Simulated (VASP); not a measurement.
Set up this calculation in VASP 6.6.1, as the native input.

* Task: band structure
* Functional: r2SCAN
* Potentials or basis: VASP PAW PBE potentials, release 64 (Mg, O)
* Cutoff: 520 eV
* k mesh: 12 × 12 × 12
* Occupations: gaussian, width 0.02 eV
* Spin: no spin polarisation
* Ladder: gaps
* Further INCAR settings: ALGO = Normal; EDIFF = 1e-06; NBANDS = 11

The structure of MgO lies in POSCAR:

```
MgO
1.0
    0.0000000000      2.0970013927      2.0970013927
    2.0970013927      0.0000000000      2.0970013927
    2.0970013927      2.0970013927      0.0000000000
Mg O
1 1
Direct
    0.0000000000      0.0000000000      0.0000000000
    0.5000000000      0.5000000000      0.5000000000
```

The cell is a database's computed one.

The input as run:

INCAR

```
SYSTEM = MgO
ALGO     = Normal         ! electronic algorithm
EDIFF    = 1E-6           ! SCF threshold, eV
ENCUT    = 520            ! plane-wave cutoff, eV
ISIF     = 2              ! what is computed and relaxed
ISMEAR   = 0              ! smearing method
LASPH    = .TRUE.         ! aspherical terms in the spheres
LCHARG   = .FALSE.        ! write CHGCAR
LMIXTAU  = .TRUE.       
LREAL    = .FALSE.        ! projectors in reciprocal space
LWAVE    = .FALSE.        ! write WAVECAR
METAGGA  = R2SCAN         ! meta-GGA
NBANDS   = 11             ! bands
NELM     = 80             ! most SCF steps
PREC     = Accurate       ! precision mode
SIGMA    = 0.02           ! smearing width, eV
```

KPOINTS

```
k-points
0
G
  12 12 12
  0 0 0
```

KPOINTS_OPT

```
path GXWKGLUWLK,UX
10
line-mode
reciprocal
 0.0000000000  0.0000000000  0.0000000000  G
 0.5000000000  0.0000000000  0.5000000000  X

 0.5000000000  0.0000000000  0.5000000000  X
 0.5000000000  0.2500000000  0.7500000000  W

 0.5000000000  0.2500000000  0.7500000000  W
 0.3750000000  0.3750000000  0.7500000000  K

 0.3750000000  0.3750000000  0.7500000000  K
 0.0000000000  0.0000000000  0.0000000000  G

 0.0000000000  0.0000000000  0.0000000000  G
 0.5000000000  0.5000000000  0.5000000000  L

 0.5000000000  0.5000000000  0.5000000000  L
 0.6250000000  0.2500000000  0.6250000000  U

 0.6250000000  0.2500000000  0.6250000000  U
 0.5000000000  0.2500000000  0.7500000000  W

 0.5000000000  0.2500000000  0.7500000000  W
 0.5000000000  0.5000000000  0.5000000000  L

 0.5000000000  0.5000000000  0.5000000000  L
 0.3750000000  0.3750000000  0.7500000000  K

 0.6250000000  0.2500000000  0.6250000000  U
 0.5000000000  0.0000000000  0.5000000000  X
```

Potentials or basis: VASP PAW PBE potentials, release 64 (Mg, O).

The run is started by

```sh
$ cat potpaw_PBE.64/Mg/POTCAR potpaw_PBE.64/O/POTCAR > POTCAR
$ mpirun -np 1 vasp_std > vasp.out
```

It gave:

| Property | Result |
| --- | --- |
| Pressure | 0.1 GPa |
| Band gap on the k mesh | 5.74 eV, direct |
| Band gap along the path | 5.74 eV, direct |

Caveat: the PAW data sets were made with another functional, which shifts forces and pressure a little.

It took 2.7 min on 1 thread of AMD EPYC 7R43 64-Core Processor (Zen 3) (shared host), peak memory 0.12 GiB.
